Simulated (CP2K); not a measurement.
The system is ZrN.

```xyz
2
Lattice="3.2527 0.0000 0.0000 1.6263 2.8169 0.0000 1.6263 0.9390 2.6558" Properties=species:S:1:pos:R:3 pbc="T T T"
Zr    3.2527    1.8779    1.3279
N     0.0000    0.0000    0.0000
```

Base run:

```yaml
Program: CP2K 2026.2
Functional: PBE
Potentials_or_basis: GTH_POTENTIALS Zr GTH-PBE-q12, N GTH-PBE-q5; DZVP-MOLOPT-SR-GTH basis
Density_cutoff: 6123 eV
k_mesh: 10 × 10 × 10
Occupations: fermi-dirac, width 0.05 eV
Spin: no spin polarisation
```

Its results: band gap on the k mesh none (metal or under the smearing width); pressure -1.3 GPa.

**Question.** The run is repeated on the same cell with these changes: functional from PBE to HLE16. What comes out?

**Answer.** Band gap on the k mesh none (metal or under the smearing width); pressure -45.2 GPa.

Caveats: the basis of atomic orbitals isn't converged, which shifts pressures, moduli and gaps; the potentials were made for a functional far from this one (some runs); the cell as given lies far from equilibrium (some runs); the potentials were made for another functional, which shifts forces and pressure (some runs).
